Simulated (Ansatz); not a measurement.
**Honeycomb AsN bilayer (AB) in a perpendicular field**

Aim: how the honeycomb AsN bilayer (AB) screens a field along its normal, and what the field does to its bands. A positive field points along +c.

Program: Ansatz 0.2.0. Level of theory: plane-wave DFT, LDA, Ansatz PAW, in the first sound run; inputs show where later runs differ. Results are calculated unless marked as measured.

## (1) The structure

The cell holds 4 atoms: 2 N and 2 As. Its edges and angles: a = 2.980 Å, b = 2.980 Å, c = 23.040 Å, α = 90.0°, β = 90.0°, γ = 120.0°. Regions: layer 1: honeycomb AsN, 2 atoms (1 N and 1 As); layer 2: honeycomb AsN, 2 atoms (1 N and 1 As). Vacuum lies along c.

## (2) Relaxing the slab

The starting cell is a guess, so the in-plane lattice and the atoms are relaxed first, with the slab cut off from its images along the normal. The program lengthens the vector along the normal by itself, so c and the volume that it reports differ from the typed ones.

input.yaml

```yaml
crystal:
  lattice:
    - [2.98, 0.0, 0.0]
    - [-1.49, 2.5807557033, 0.0]
    - [0.0, 0.0, 23.04]
  atoms:
    - { symbol: "N", position: [0.6666666667, 0.3333333333, 0.390625] }
    - { symbol: As, position: [0.3333333333, 0.6666666667, 0.4327256944] }
    - { symbol: "N", position: [0.0, 0.0, 0.5672743056] }
    - { symbol: As, position: [0.6666666667, 0.3333333333, 0.609375] }
  periodic: [true, true, false]
kpoints:
  mp_grid: { grid: [12, 12, 1] }
hamiltonian:
  xc: lda
scf:
  occupations: { method: fermi_dirac, width: 0.05 }
  convergence: { dr2_threshold: 1.0e-09 }
relax:
  f_tol: 0.004
  max_steps: 90
  cell: {}
output:
  write_potential: true
  write_density: true
  volumetric_format: npy
```

Launch:

```console
$ ansatz run input.yaml --threads 2 --pin off --max-ram 3072MiB --backend cpu --events-out ev --progress --plain --runs-dir out
```

Numbers of over 12 decimals in the logs are rounded to 6 here.

The program printed:

```text
Warning: crystal.periodic: the lattice vector that does not repeat stood 0.000° off the slab's normal, 23.040 Å along it as the deck builds it. The run solves the slab on a vector along the normal, 33.880 Å long, with every atom where it was (on the deck's vector they left 18.00 Å outside them, and the widest stretch free of ions among them is 3.10 Å). A fractional position that the run reports is one of the run's ce [...]
Warning: relax.cell: scf.convergence.dr2_threshold = 1e-9 eV is looser than the 1.76833408783e-10 eV advised for a relaxation that steers and ends on the stress (1e-10 eV for each atom of the cell: 4, times the square of relax.cell.stress_2d_tol = 0.05 N/m over 15.0 Å (the atoms' height at the walk's start and 5 Å past either face), 3.324e-2 GPa, over a crystal's default 0.05). What an SCF threshold leaves in a stress goes as its square root, and in the free energy as the threshold itself, and one threshold admits the most on a small cell: [figures from the program's tests cut] Set scf.convergence.dr2_threshold to 1.76833408783e-10 eV or tighter. [rest of the remark cut]
crystal.periodic: the lattice vector that does not repeat stood 0.000° off the slab's normal, 23.040 Å along it as the deck builds it. The run solves the slab on a vector along the normal, 33.880 Å long, with every atom where it was (on the deck's vector they left 18.00 Å outside them, and the widest stretch free of ions among them is 3.10 Å). A fractional position that the run reports is one of the run's cell, which [...]
Engine: ansatz 0.2.0, aarch64-unknown-linux-gnu
Pseudopotentials: kind: paw
Pseudopotential: N, paw, valence charge 5, recommended cutoff 420 eV (normal), N.paw.azcp
Pseudopotential: As, paw, valence charge 15, recommended cutoff 420 eV (normal), As.paw.azcp
Functional definition: SPW92
  exchange = slater_x
  correlation = pw_c
Crystal: 4 atoms, lattice volume = 260.559 Å³
Basis set: ecut = 420 eV, 4973 PW (Γ)
Bands: 24, of which v1, the nominal top of the filled ones, is band 20 counted from 1 (19 counted from 0)
Symmetry: 6 space group operations
Space group: P3m1 (ITA 156), of the structure as read, at distance tolerance 6.4e-5 Å
k-points: 19 of 144 (time reversal used)
Non-local potential: N, projectors of the file, l = 0: 2, l = 1: 2, l = 2: 1
Non-local potential: As, projectors of the file, l = 0: 2, l = 1: 2, l = 2: 3, l = 3: 1
PAW form: soft (Blöchl's): semilocal exchange-correlation on the pseudo side does not see the compensation charge
PAW frozen core: N, regenerated for the run's functional, and the local potential with it (the file was generated under x = pbe(κ = 0.804, μ = 0.219515), c = pbe(β = 0.066725))
PAW frozen core: As, regenerated for the run's functional, and the local potential with it (the file was generated under x = pbe(κ = 0.804, μ = 0.219515), c = pbe(β = 0.066725))
PAW one-centre angular grid: N, 110 points (default); XC on 64 Gauss nodes
PAW one-centre angular grid: As, 590 points (default); XC on 64 Gauss nodes
Initial density: superposition of atomic densities (neutral atoms: chi_scale 0, normalization atom), corrected by the library's trained network
Initial wavefunctions: pseudopotential atomic-orbital guess
Functional: x = slater, c = lda
SCF iter   1: F=—  HF=-10292.536226 eV  |F-HF|=—  |Δ(HF+E_count)|=         —  Δρ=6.29e-3  dr2=2.84e-1  ethr=1.77e-3  ⟨swp⟩=13.1  Hψ=2989  notcnv=0
preconditioner: auto → Resta (q_TF=auto, 1.996 Å⁻¹)  ε∞=1.9  [insulator: Δε(μ)=1.090 eV  Ē_g=10.641 eV  σ=0.050 eV  W_gap=1.00  n_scr=20 (ndim 8)  ℏωp=10.3 eV  f_vac=0.746  D(μ)=0.00/eV (n_scr^D=0)  ε∞_Penn≈1.9  vacuum switching on, ρ_ref=8.2e-3 e/Å³]
SCF iter   2: F=—  HF=-10292.451266 eV  |F-HF|=—  |Δ(HF+E_count)|=   8.50e-2  Δρ=1.94e-3  dr2=1.19e-2  ethr=7.10e-4  ⟨swp⟩=3.7  Hψ=977  notcnv=0
preconditioner: auto → LDOS  [insulator: Δε(μ)=0.207 eV  Ē_g=10.475 eV  σ=0.050 eV  W_gap=0.72  n_scr=20 (ndim 8)  ℏωp=10.3 eV  f_vac=0.745  D(μ)=0.58/eV (n_scr^D=6)  ε∞_Penn≈2.0  β→1.0]
SCF iter   3: F=—  HF=-10292.449181 eV  |F-HF|=—  |Δ(HF+E_count)|=   2.08e-3  Δρ=5.37e-4  dr2=6.43e-3  ethr=2.99e-5  ⟨swp⟩=3.2  Hψ=1124  notcnv=0
SCF iter   4: F=—  HF=-10292.449305 eV  |F-HF|=—  |Δ(HF+E_count)|=   1.24e-4  Δρ=8.72e-4  dr2=3.58e-3  ethr=1.61e-5  ⟨swp⟩=2.8  Hψ=681  notcnv=0
SCF iter   5: F=—  HF=-10292.448921 eV  |F-HF|=—  |Δ(HF+E_count)|=   3.84e-4  Δρ=3.67e-4  dr2=1.19e-3  ethr=8.95e-6  ⟨swp⟩=2.2  Hψ=593  notcnv=0
SCF iter   6: F=—  HF=-10292.448832 eV  |F-HF|=—  |Δ(HF+E_count)|=   8.96e-5  Δρ=1.28e-4  dr2=3.23e-4  ethr=2.97e-6  ⟨swp⟩=2.4  Hψ=596  notcnv=0
SCF iter   7: F=—  HF=-10292.448811 eV  |F-HF|=—  |Δ(HF+E_count)|=   2.06e-5  Δρ=2.50e-5  dr2=1.32e-5  ethr=8.08e-7  ⟨swp⟩=2.2  Hψ=610  notcnv=0
SCF iter   8: F=—  HF=-10292.448816 eV  |F-HF|=—  |Δ(HF+E_count)|=   4.87e-6  Δρ=1.11e-5  dr2=2.66e-6  ethr=3.31e-8  ⟨swp⟩=3.1  Hψ=784  notcnv=0
SCF iter   9: F=—  HF=-10292.448841 eV  |F-HF|=—  |Δ(HF+E_count)|=   2.55e-5  Δρ=3.27e-6  dr2=4.03e-8  ethr=6.66e-9  ⟨swp⟩=1.8  Hψ=573  notcnv=0
SCF iter  10: F=—  HF=-10292.448842 eV  |F-HF|=—  |Δ(HF+E_count)|=   2.69e-7  Δρ=1.56e-6  dr2=8.28e-9  ethr=1.01e-10  ⟨swp⟩=3.7  Hψ=1061  notcnv=0
SCF iter  11: F=-10292.448842 eV  HF=-10292.448842 eV  |F-HF|=3.58e-9  |Δ(HF+E_count)|=   5.40e-8  Δρ=4.32e-7  dr2=9.68e-10  ethr=2.50e-12  ⟨swp⟩=10.6  Hψ=3873  notcnv=0
SCF 1 converged in 11 iterations: F = -10292.448842 eV  dr2 = 9.68e-10
  Residual-converged pass: ⟨swp⟩=1.1  Hψ=533  notcnv=0  max |occ|·‖R‖ = 7.0e-9 eV (tolerance 1.0e-8 eV)  dr2=9.68e-10  dr2_onsite=3.82e-11  max |Δocc| = 9.9e-14
  greatest PAW one-centre occupation: 0.999 electrons in one spin orbital (limit 2), on the As atom at site 3 (counted from 0), in its partial waves of l = 2
relax step   1: F+E_penalty+E_count = -10292.44884176 eV  Δ(F+E_penalty+E_count) = +0.000e0 eV  max|allowed force component| = 9.689e-1 eV/Å  Δτ_max = 0.0000 Å  P = -7.001 N/m  Ω = 260.559 Å³  fix = [c, alpha, beta]  reactions: c +0.000 N/m  (11 SCF iters, accepted)
Crystal: 4 atoms, lattice volume = 253.749 Å³
Basis set: ecut = 420 eV, 4901 PW (Γ)
Initial density: handed on by an earlier stage of this run
Initial wavefunctions: those handed on with the density
iter 1 solved again at ethr=3.49e-4 eV; its pass at ethr=3.10e-3 eV (dr2=1.40e-1 eV) is discarded
SCF iter   1: F=—  HF=-10292.556773 eV  |F-HF|=—  |Δ(HF+E_count)|=         —  Δρ=9.68e-3  dr2=1.40e-1  ethr=3.49e-4  ⟨swp⟩=2.2  Hψ=3438  notcnv=0
[...]
SCF iter   6: F=—  HF=-10292.565540 eV  |F-HF|=—  |Δ(HF+E_count)|=   4.18e-6  Δρ=4.20e-5  dr2=2.54e-5  ethr=1.01e-6  ⟨swp⟩=3.2  Hψ=769  notcnv=0
SCF iter   7: F=—  HF=-10292.565548 eV  |F-HF|=—  |Δ(HF+E_count)|=   8.08e-6  Δρ=1.19e-5  dr2=1.94e-6  ethr=6.36e-8  ⟨swp⟩=2.8  Hψ=754  notcnv=0
SCF iter   8: F=—  HF=-10292.565574 eV  |F-HF|=—  |Δ(HF+E_count)|=   2.60e-5  Δρ=7.41e-6  dr2=1.94e-7  ethr=4.85e-9  ⟨swp⟩=3.1  Hψ=810  notcnv=0
SCF iter   9: F=—  HF=-10292.565574 eV  |F-HF|=—  |Δ(HF+E_count)|=   5.85e-8  Δρ=2.01e-6  dr2=1.03e-8  ethr=4.84e-10  ⟨swp⟩=3.2  Hψ=837  notcnv=0
SCF iter  10: F=-10292.565574 eV  HF=-10292.565574 eV  |F-HF|=1.45e-9  |Δ(HF+E_count)|=   1.12e-8  Δρ=3.61e-7  dr2=2.58e-10  ethr=2.50e-12  ⟨swp⟩=11.0  Hψ=4329  notcnv=0
SCF 3 converged in 10 iterations: F = -10292.565574 eV  dr2 = 2.58e-10
relax step   3: F+E_penalty+E_count = -10292.56557396 eV  Δ(F+E_penalty+E_count) = -3.456e-2 eV  max|allowed force component| = 2.674e-1 eV/Å  Δτ_max = 0.1929 Å  P = +0.790 N/m  Ω = 248.064 Å³  energy of the carried Pulay correction = +7.545e-3 eV  fix = [c, alpha, beta]  reactions: c +0.000 N/m  (10 SCF iters, accepted)
[...]
relax step   4: F+E_penalty+E_count = -10292.56759652 eV  Δ(F+E_penalty+E_count) = -2.023e-3 eV  max|allowed force component| = 2.371e-2 eV/Å  Δτ_max = 0.0327 Å  P = -0.113 N/m  Ω = 249.268 Å³  energy of the carried Pulay correction = +6.802e-3 eV  fix = [c, alpha, beta]  reactions: c -0.000 N/m  (9 SCF iters, accepted)
[...]
relax step   5: F+E_penalty+E_count = -10292.56778745 eV  Δ(F+E_penalty+E_count) = -1.909e-4 eV  max|allowed force component| = 3.338e-3 eV/Å  Δτ_max = 0.0054 Å  P = +0.026 N/m  Ω = 249.051 Å³  energy of the carried Pulay correction = +6.936e-3 eV  fix = [c, alpha, beta]  reactions: c +0.000 N/m  (8 SCF iters, accepted)
[...]
relax step   6: F+E_penalty+E_count = -10292.56239856 eV  Δ(F+E_penalty+E_count) = +5.389e-3 eV  max|allowed force component| = 3.591e-3 eV/Å  Δτ_max = 0.0000 Å  P = -0.111 N/m  Ω = 249.051 Å³  fix = [c, alpha, beta]  reactions: c -0.000 N/m  stress off target by 1.11e-1 N/m on what of the cell is left free  SCF on the basis re-selected at this cell (its energy is not comparable with the rows above)  (6 SCF iters)
[...]
relax step   7: F+E_penalty+E_count = -10292.56252586 eV  Δ(F+E_penalty+E_count) = -1.273e-4 eV  max|allowed force component| = 9.860e-4 eV/Å  Δτ_max = 0.0007 Å  P = -0.001 N/m  Ω = 248.870 Å³  energy of the carried Pulay correction = +1.083e-4 eV  fix = [c, alpha, beta]  reactions: c -0.000 N/m  (7 SCF iters, accepted)
iter 1 solved again at ethr=2.97e-7 eV; its pass at ethr=3.10e-3 eV (dr2=1.19e-4 eV) is discarded
SCF iter   1: F=—  HF=-10292.562400 eV  |F-HF|=—  |Δ(HF+E_count)|=         —  Δρ=2.25e-6  dr2=6.02e-9  ethr=2.97e-7  ⟨swp⟩=5.8  Hψ=4928  notcnv=0
eigensolver tolerance schedule: the retry pair's looser diagonalisation over-reported the residual by 19734.39 of it (diagonalisation noise at an unbounded share of the residual, at the tolerance the schedule requests for it); recorded, not acted on — ethr = c·dr2/N_el stays at c = 1.0e-1
preconditioner: auto → LDOS  [insulator: Δε(μ)=0.320 eV  Ē_g=11.048 eV  σ=0.050 eV  W_gap=0.90  n_scr=20 (ndim 8)  ℏωp=10.5 eV  f_vac=0.742  D(μ)=0.20/eV (n_scr^D=4)  ε∞_Penn≈1.9  β→1.0]
SCF iter   2: F=—  HF=-10292.562424 eV  |F-HF|=—  |Δ(HF+E_count)|=   2.40e-5  Δρ=2.06e-6  dr2=1.64e-8  ethr=1.50e-11  ⟨swp⟩=6.4  Hψ=1933  notcnv=0
SCF iter   3: F=—  HF=-10292.562424 eV  |F-HF|=—  |Δ(HF+E_count)|=   6.37e-9  Δρ=6.61e-7  dr2=1.40e-9  ethr=1.50e-11  ⟨swp⟩=2.8  Hψ=911  notcnv=0
SCF iter   4: F=—  HF=-10292.562424 eV  |F-HF|=—  |Δ(HF+E_count)|=  2.87e-10  Δρ=5.87e-7  dr2=2.15e-9  ethr=2.50e-12  ⟨swp⟩=17.4  Hψ=4028  notcnv=0
SCF iter   5: F=-10292.562424 eV  HF=-10292.562424 eV  |F-HF|=3.82e-11  |Δ(HF+E_count)|=  2.98e-10  Δρ=1.39e-7  dr2=6.00e-11  ethr=2.50e-12  ⟨swp⟩=8.4  Hψ=2958  notcnv=0
SCF 8 converged in 5 iterations: F = -10292.562424 eV  dr2 = 6.00e-11
relax step   8: F+E_penalty+E_count = -10292.56242355 eV  Δ(F+E_penalty+E_count) = +1.023e-4 eV  max|allowed force component| = 9.859e-4 eV/Å  Δτ_max = 0.0000 Å  P = -0.003 N/m  Ω = 248.870 Å³  fix = [c, alpha, beta]  reactions: c -0.000 N/m  stress off target by 2.77e-3 N/m on what of the cell is left free  SCF on the basis re-selected at this cell (its energy is not comparable with the rows above)  (5 SCF iters)
basis re-selected at this cell: Δ(F+E_penalty+E_count) = +1.023e-4 eV, ΔP = -0.001 N/m vs the last step (what re-selecting the basis moved, of the pressure what is left beyond the Pulay correction that the steps carried, after the strain that the cell walked since its last selection, with what the two solves' SCF thresholds leave and, on support functions, any second-order correction that the steps lacked; it is no m [...]
WARN: The output density's exchange-correlation potential varies sharply where the density is thin. Do not read a vacuum level from v_tot or v_xc, or from such a field of the output density. On a cell that repeats whose density bears no net charge and no dipole along the vacuum's axis use v_es (v_loc + v_h of the components); under efield.dipole_correction with no amplitude use v_es + v_field, which holds any externa [...]
SCF converged after 5 iterations
Free energy (F): -10292.562424 eV
Harris-Foulkes:  -10292.562424 eV  (|F-HF|=3.82e-11)
Internal energy: -10292.559902 eV  (E = F + TS)
E sigma→0 (E₀):  -10292.561163 eV
Entropy (-TS):   -0.002522 eV (-0.630 meV/atom)
Fermi energy:    -5.875500 eV
--- Per-component energies (eV) ---
  E_band       = -1126.852153
  E_kinetic    = 463.870699
  E_local      = -122322.090252  (includes V_loc(G=0)·N_el)
  E_nonlocal   = -1232.116520
  E_hartree    = 60930.698459
  E_xc         = -275.353183
  E_vxc        = -309.214404  (∫ρ·V_xc dr)
  E_paw        = -3744.552756  (= ΣΔE_a)
  E_vpaw       = 411.302073  (= ΣTr[D̂ρ^β])
  E_aug_tail   = 0.000186  (compensation charges beyond the density's cutoff)
  E_ewald      = 55882.672916
  E_core_change = 4.310548  (= ΣΔE_core)
  E_smearing   = -0.002522  (= −TS)
  E_closure    = -0.000000  (closes the sum)
  Σ components = -10292.562424   (vs F -10292.562424, Δ=0.00e0)
--- Forces (eV/Å), atoms counted from 1 ---
  atom   1  N      0.00000000    -0.00000000     0.00041644
  atom   2  As     0.00000000    -0.00000000    -0.00039956
  atom   3  N      0.00000000    -0.00000000    -0.00101271
  atom   4  As     0.00000000    -0.00000000     0.00088876
  max |Σ_I F_I| component: 1.07e-4 eV/Å
--- 2D stress c σ (N/m, compression-positive) ---
       -0.002770      -0.000000      -0.000000
       -0.000000      -0.002770       0.000000
       -0.000000       0.000000      -0.000000
  P = ½ c Tr σ = -0.0028 N/m
--- Band table (eV; the first three rows and the last of 19) ---
  k-point 0: bands = [... 16 lower, -8.4201, -7.8517, -7.8517, -6.4380, -4.7621, -2.9473, -1.9645, -1.0085]
  k-point 1: bands = [... 16 lower, -8.6370, -8.2684, -8.0230, -6.2958, -4.2579, -2.4664, -1.8105, -1.4941]
  k-point 2: bands = [... 16 lower, -9.8996, -8.4495, -8.0495, -6.1392, -3.7251, -2.3918, -2.0355, -1.1736]
  k-point 18: bands = [... 16 lower, -10.1603, -8.9905, -8.5873, -7.5093, -4.9781, -3.5051, -2.2170, -0.8530]
  the weakly bound empty levels are not read free of the cell's end (no_gap_told)
--- Relaxed structure (6 steps of the walk, 6 accepted, 2 SCFs on fresh bases) ---
  F+E_penalty+E_count = -10292.56242355 eV   max|allowed force component| = 9.859e-4 eV/Å   (the final SCF, on the basis selected at the relaxed cell)
  cell:  # Å, volume = 248.8696 Å³
    - [2.912386, 0.0, 0]
    - [-1.456193, 2.522200, 0]
    - [0, 0, 33.88]
  atoms:
    - { symbol: N, position: [0.666667, 0.333333, 0.265046] }
    - { symbol: As, position: [0.333333, 0.666667, 0.292469] }
    - { symbol: N, position: [4.394632805754057e-17, 9.251858538004419e-18, 0.387482] }
    - { symbol: As, position: [0.666667, 0.333333, 0.415097] }
```

It took 95 s on 2 threads of Arm Neoverse N1, shared host; peak memory 0.45 GiB; 3.1 min of CPU time.

Step by step:

```
step  energy less that of the first step (eV)  largest force component (eV/Å)  volume (Å³)
   1                                   0.0000                          0.9689       260.56
   2                                  -0.0822                          0.6206       253.75
   3                                  -0.1167                          0.2674       248.06
   4                                  -0.1188                          0.0237       249.27
   5                                  -0.1189                          0.0033       249.05
  6*                                  -0.1136                          0.0036       249.05
   7                                  -0.1137                          0.0010       248.87
  8*                                  -0.1136                          0.0010       248.87
```

Relaxation steps marked * repeat the geometry before them on a plane-wave basis chosen anew for their cell, so energy and pressure can jump there.

The run keeps the 6 symmetry operations that it works with, so distortions that break them were not tested.

```csv
cell as run,before,after,change
a (Å),2.980,2.912,-2.3 %
b (Å),2.980,2.912,-2.3 %
```

The atoms that moved most (Å, along periodic axes as changes of fractional coordinates times the final cell, across vacuum about the mean position):

```
atom     dx     dy      dz  length
 As2  0.000  0.000  -0.061   0.061
  N3  0.000  0.000   0.058   0.058
 As4  0.000  0.000   0.023   0.023
  N1  0.000  0.000  -0.020   0.020
```

The relaxed structure:

```xyz
4
Lattice="2.9124 0.0000 0.0000 -1.4562 2.5222 0.0000 0.0000 0.0000 33.8800" Properties=species:S:1:pos:R:3
N     1.4562    0.8407    8.9798
As    0.0000    1.6815    9.9088
N     0.0000    0.0000   13.1279
As    1.4562    0.8407   14.0635
```

This step gave:

* energy at zero smearing: -10292.5612 eV

The lattice constant a goes from 2.980 to 2.912 Å.

[end of part 1 of 3]

[Logs are printed without paths, hosts, clocks, repeated set-up lines and the standing remarks that a program may print on its own settings, such as how far it seeks lower states.]

[Hosts, paths, dates, database ids (printed as entryN), source tags and the programs' standing remarks are cut or masked in the printed files.]

[Maps of the electrostatic potential energy from Ansatz leave out the sawtooth potential of an applied field or a dipole correction, so their vacuum need not be flat; planar profiles and work functions include it.]
